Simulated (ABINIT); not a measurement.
Crystal: GaN.

```
Ga N
1.0
     0.00000    2.25350    2.25350
     2.25350    0.00000    2.25350
     2.25350    2.25350    0.00000
Ga N
1 1
Direct
  0.00000 0.00000 0.00000
  0.25000 0.25000 0.25000
```

The cell is a database's computed one.

Base run:

```yaml
Program: ABINIT 10.8.3 (patched build)
Functional: PBE0
Potentials_or_basis: SPMS NC PBE v1.0
Cutoff: 952 eV
k_mesh: 6 × 6 × 6
Occupations: fermi-dirac, width 0.05 eV
Spin: no spin polarisation
```

Its results: band gap on the k mesh 2.94 eV, direct.

Q: The run is repeated on the same cell with these changes: share of exact exchange from 0.15 to 0.35. What comes out?

A: Band gap on the k mesh 4.55 eV, direct.

Caveats: exact exchange is summed on a coarse mesh, which widens gaps by tenths of an eV.

